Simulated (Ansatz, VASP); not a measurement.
Ag: VASP beside Ansatz

POSCAR

```
Ag
1.0
    0.0000000000      2.0427500000      2.0427500000
    2.0427500000      0.0000000000      2.0427500000
    2.0427500000      2.0427500000      0.0000000000
Ag
1
Direct
    0.0000000000      0.0000000000      0.0000000000
```

File INCAR.step1:

```
SYSTEM = Ag
ALGO = Normal ; EDIFF = 1E-5
ENCUT = 600 ; GGA = PE
ISMEAR = -1 ; LASPH = .TRUE.
LCHARG = .FALSE. ; LREAL = .FALSE.
LWAVE = .TRUE. ; NELM = 60
PREC = Accurate ; SIGMA = 0.05
```

INCAR.step2

```
SYSTEM = Ag
AEXX = 0.25 ; ALGO = Normal
EDIFF = 1E-7 ; EDIFFG = -0.01
ENCUT = 600 ; GGA = PS
IBRION = 2 ; ISIF = 3
ISMEAR = -1 ; ISTART = 1
LASPH = .TRUE. ; LCHARG = .FALSE.
LHFCALC = .TRUE. ; LREAL = .FALSE.
LWAVE = .FALSE. ; NELM = 60
NSW = 60 ; PREC = Accurate
PRECFOCK = Fast ; SIGMA = 0.05
```

File KPOINTS:

```
k-points
0
G
  6 6 6
  0 0 0
```

File input.yaml:

```yaml
crystal:
  lattice:
    - [0.0, 2.04275, 2.04275]
    - [2.04275, 0.0, 2.04275]
    - [2.04275, 2.04275, 0.0]
  atoms:
    - { symbol: Ag, position: [0.0, 0.0, 0.0] }
hamiltonian:
  xc: { exchange: pbesol, correlation: pbesol, exx: { coeff: 0.25 } }
  pseudopotentials: { kind: paw }
kpoints:
  mp_grid: { grid: [6, 6, 6] }
scf:
  occupations: { method: fermi_dirac, width: 0.05 }
output:
  forces: true
  stress: true
relax:
  f_tol: 0.01
  max_steps: 40
  cell: { stress_tol: 0.05 }
```

Alike in both runs: task relaxation of cell and atoms; functional PBEsol0; k mesh 6 × 6 × 6; occupations fermi-dirac, width 0.05 eV; no spin polarisation.

```csv
,VASP,Ansatz
version,VASP 6.6.1,Ansatz 0.2.0
potentials or method,"VASP PAW PBE potentials, release 64 (Ag)",Ansatz PAW
plane-wave cutoff (eV),600,420
valence electrons in the cell,11,19
```

```csv
,VASP,Ansatz,Ansatz less VASP
"gap on the k mesh at the Fermi level, each at its own relaxed structure (eV)",none,none,-
relaxed volume (Å³/atom),16.94,16.97,+0.023
relaxed cell length with the largest relative difference (Å),2.883,2.884,+0.0013
```

A gap of «none» marks a metal or a gap that the smearing closes. The two sets of potentials don't hold the same shells in valence.

Caveats: the k mesh is coarse (spacing up to 0.44 Å⁻¹), so the values aren't converged, least of all with exact exchange; the PAW data sets were made with another functional, which shifts forces and pressure a little (VASP); the plane-wave basis is chosen anew once the cell has moved, so the energies of steps on either side of that aren't comparable (Ansatz); the PAW data sets come from PBE, with cores solved anew for the run's functional, which leaves a small shift of forces and pressure (Ansatz).
